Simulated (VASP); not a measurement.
# Cu16H in VASP: a series of runs, part 2 of 2

VASP 6.6.1. Earlier steps stand in the parts before.

## (4) Single point, RPBE

The input, INCAR:

```
  PREC = Accurate
  ENCUT = 400
  EDIFF = 1E-6
  ISMEAR = 1
  SIGMA = 0.1
  LREAL = Auto
  LASPH = T
  NELM = 60
  ALGO = Normal
  ISIF = 2
  LWAVE = F
  LCHARG = F
  GGA = RP
  ISYM = 0
  KPAR = 4
```

The input, KPOINTS:

```
Automatic mesh
0
Gamma
  6 6 1
```

The input, POSCAR:

```
Cu16H                                   
1.0
    5.1053109602      0.0000000000      0.0000000000
    2.5526554801      4.4213289857      0.0000000000
    0.0000000000      0.0000000000     22.7527034153
  Cu              H             
    16     1
Selective dynamics
Direct
     0.0000000000000000    0.0000000000000000    0.1098770529999982   F   F   F
     0.5000000000000000    0.0000000000000000    0.1098770529999982   F   F   F
     0.0000000000000000    0.5000000000000000    0.1098770529999982   F   F   F
     0.5000000000000000    0.5000000000000000    0.1098770529999982   F   F   F
     0.1666666667000030    0.1666666667000030    0.2014808696999992   F   F   F
     0.6666666667000030    0.1666666667000030    0.2014808696999992   F   F   F
     0.1666666667000030    0.6666666667000030    0.2014808696999992   F   F   F
     0.6666666667000030    0.6666666667000030    0.2014808696999992   F   F   F
     0.8329539182422865    0.3340922712066195    0.2916277252375634   T   T   T
     0.3333328894607610    0.3333328811305289    0.2891582455713528   T   T   T
     0.8329538734223199    0.8329538657419305    0.2916275451661641   T   T   T
     0.3340922630527596    0.8329539198168202    0.2916277227931057   T   T   T
     0.9999998939522263    0.9999999052318005    0.3803581172709822   T   T   T
     0.4995398728408161    0.0009213150601320    0.3818544946729489   T   T   T
     0.0009213176689780    0.4995398783355857    0.3818544987069097   T   T   T
     0.4995389797138686    0.4995389961179152    0.3818544681569645   T   T   T
     0.3333332337702602    0.3333331928237594    0.4229161867013062   T   T   T
```

Potentials or basis: VASP PAW PBE potentials, release 64 (Cu, H).

Launch:

```
$ cat potpaw_PBE.64/Cu/POTCAR potpaw_PBE.64/H/POTCAR > POTCAR
$ mpirun -np 4 vasp_std > vasp.out
```

OUTCAR:

```text
PREC = Accurate
   ENCUT = 400
   EDIFF = 1E-6
   ISMEAR = 1
   LREAL = Auto
   LASPH = T
   NELM = 60
   ISIF = 2
   GGA = RP
   ISYM = 0

 ion  position               nearest neighbor table
   1  0.000  0.000  0.110-   3 2.55   3 2.55   4 2.55   4 2.55   2 2.55   2 2.55   7 2.55   6 2.55
                             5 2.55
   2  0.500  0.000  0.110-   4 2.55   3 2.55   4 2.55   3 2.55   1 2.55   1 2.55   8 2.55   5 2.55
                             6 2.55
   3  0.000  0.500  0.110-   1 2.55   1 2.55   2 2.55   2 2.55   4 2.55   4 2.55   5 2.55   8 2.55
[... 2275 lines left out ...]
  Total        5.4742107      5.4740989      6.6725377      0.0001064      0.0000038      0.0000189
  in kB       17.0774906     17.0771417     20.8158227      0.0003320      0.0000120      0.0000588
  external PRESSURE =      18.3234850 kB  Pullay stress =       0.0000000 kB

 VOLUME and BASIS-vectors are now :
 -----------------------------------------------------------------------------
  energy-cutoff  :      400.00
  volume of cell :      513.58
      direct lattice vectors                 reciprocal lattice vectors
     5.105310960  0.000000000  0.000000000     0.195874455 -0.113088169  0.000000000
     2.552655480  4.421328986  0.000000000     0.000000000  0.226176338  0.000000000
     0.000000000  0.000000000 22.752703415     0.000000000  0.000000000  0.043950821

 POSITION                                       TOTAL-FORCE (eV/Angst)
 -----------------------------------------------------------------------------------
      0.00000      0.00000      2.50000         0.000006      0.000003     -0.216259
      2.55266      0.00000      2.50000         0.000002     -0.025297     -0.181911
      1.27633      2.21066      2.50000        -0.021906      0.012651     -0.181911
      3.82898      2.21066      2.50000         0.021896      0.012643     -0.181914
      1.27633      0.73689      4.58423        -0.063125     -0.036443     -0.213437
      3.82898      0.73689      4.58423         0.063122     -0.036439     -0.213431
[... 9 lines left out ...]
      3.82545      2.20863      8.68822         0.009547      0.005510      0.312226
      2.55265      1.47378      9.62249        -0.000003      0.000001      0.113241
 -----------------------------------------------------------------------------------
    total drift:                                0.000011      0.000006     -0.008671

  FREE ENERGIE OF THE ION-ELECTRON SYSTEM (eV)
  ---------------------------------------------------
  free  energy   TOTEN  =       -52.2250948978 eV

  energy  without entropy=      -52.2160340746  energy(sigma->0) =      -52.22207462
```

OSZICAR:

```text
N       E                     dE             d eps       ncg     rms          rms(c)
DAV:   1     0.157049064514E+04    0.15705E+04   -0.64890E+04  4240   0.177E+03
DAV:   2     0.135453524821E+03   -0.14350E+04   -0.13875E+04  4240   0.418E+02
DAV:   3    -0.544235601503E+02   -0.18988E+03   -0.17541E+03  4392   0.204E+02
[... 23 lines left out ...]
DAV:  27    -0.522250763026E+02   -0.13832E-04   -0.81198E-07  2702   0.103E-02    0.102E-03
DAV:  28    -0.522250808847E+02   -0.45822E-05   -0.39111E-07  2648   0.802E-03    0.636E-04
DAV:  29    -0.522250902217E+02   -0.93370E-05   -0.38477E-07  2640   0.486E-03    0.511E-04
DAV:  30    -0.522250941554E+02   -0.39337E-05   -0.19929E-07  2634   0.389E-03    0.227E-04
DAV:  31    -0.522250948978E+02   -0.74236E-06   -0.53452E-08  2592   0.201E-03
   1 F= -.52225095E+02 E0= -.52222075E+02  d E =-.906082E-02
```

stdout:

```text
POSCAR found type information on POSCAR CuH
 POSCAR found :  2 types and      17 ions
 scaLAPACK will be used
 -----------------------------------------------------------------------------
|                                                                             |
|                                                                             |
|     You enforced a specific xc type in the INCAR file but a different       |
|     I HOPE YOU KNOW WHAT YOU ARE DOING!                                     |
|                                                                             |
 -----------------------------------------------------------------------------

 LDA part: xc-table for (Slater+PW92), standard interpolation
 POSCAR, INCAR and KPOINTS ok, starting setup
 FFT: planning ... GRIDC
 FFT: planning ... GRID_SOFT
 FFT: planning ... GRID
 WAVECAR not read
 entering main loop
```

It took 14 min on 4 MPI ranks of Intel Xeon Platinum 8259CL at 2.50GHz (Skylake/Cascade Lake), shared host; peak memory 0.74 GiB.

Results:

```yaml
Free_energy: -52.2251 eV
Largest_force: 0.312 eV/Å
Band_gap_on_the_k_mesh: none (metal or under the smearing width)
```

Forces in eV/Å, atoms in the order of the input:
```
Cu   0.000  0.000 -0.216
Cu   0.000 -0.025 -0.182
Cu  -0.022  0.013 -0.182
Cu   0.022  0.013 -0.182
Cu  -0.063 -0.036 -0.213
Cu   0.063 -0.036 -0.213
Cu   0.000  0.073 -0.213
Cu   0.000  0.000 -0.188
Cu   0.000 -0.001  0.052
Cu   0.000  0.000  0.076
Cu   0.000  0.000  0.052
Cu   0.000  0.000  0.052
Cu   0.000  0.000  0.309
Cu   0.000 -0.011  0.312
Cu  -0.010  0.005  0.312
Cu   0.010  0.006  0.312
H    0.000  0.000  0.113
```

Caveat: the PAW data sets were made with another functional, which shifts forces and pressure a little.

## (5) Overview

| task | level | cell | atoms held fixed (from 0) | gap on the mesh (eV) | largest force (eV/Å) |
| --- | --- | --- | --- | --- | --- |
| relaxation of the atoms | PBE+D3(BJ) | atoms relaxed | [0, 1, 2, 3, 4, 5, 6, 7] | none | - |
| single point | PBE | as given | - | none | 0.21 |
| single point | RPBE | as given | - | none | 0.31 |

Alike in all rows: potentials or basis VASP PAW PBE potentials, release 64 (Cu, H); no spin polarisation; k mesh 6 × 6 × 1; cutoff (eV) 400; smearing methfessel-paxton 0.1 eV.

Caveats: the PAW data sets were made with another functional, which shifts forces and pressure a little (some runs).

Absolute energies hang on the potentials; compare differences alone.
